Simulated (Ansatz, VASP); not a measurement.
BaHf3O2 in VASP and in Ansatz

```
CELL_PARAMETERS angstrom
6.45302 0.00000 0.00000
-3.22651 5.58848 0.00000
0.00000 0.00000 2.95682
ATOMIC_POSITIONS crystal
Ba 0.00000 0.00000 0.50000
Hf 0.50000 0.50000 0.00000
Hf 0.50000 0.00000 0.00000
Hf 0.00000 0.50000 0.00000
O 0.66667 0.33333 0.50000
O 0.33333 0.66667 0.50000
```

Change from the starting cell: species swapped into the ErCo3Ge2 type (P6mm, No. 183).

Alike in both runs: functional PBE; k mesh 3 × 3 × 6; occupations gaussian, width 0.1 eV; no spin polarisation.

Ansatz relaxed the structure, and its values are those at the end. VASP's run is a single point on that final structure, the one shown.

|  | VASP | Ansatz |
| --- | --- | --- |
| version | VASP 6.6.1 | Ansatz 0.2.0 |
| potentials or method | VASP PAW PBE potentials, release 64 (Ba_sv, Hf_pv, O) | scalar-relativistic, plane waves, PAW |
| plane-wave cutoff (eV) | 520 | 420 |
| valence electrons in the cell | 52 | 100 |

|  | VASP | Ansatz | Ansatz less VASP |
| --- | --- | --- | --- |
| gap on the k mesh at the Fermi level (eV) | none | none | - |
| pressure (GPa) | -0.4 | -0.1 | +0.29 |

A gap of «none» marks a metal or a gap that the smearing closes. With one functional, cell and mesh, what is left measures potentials, basis and numerics. The two sets of potentials don't hold the same shells in valence.

Caveats: the k mesh is coarse (spacing up to 0.37 Å⁻¹), so the values aren't converged. The runs have no spin-orbit coupling, so splittings on Ba, Hf are missing.
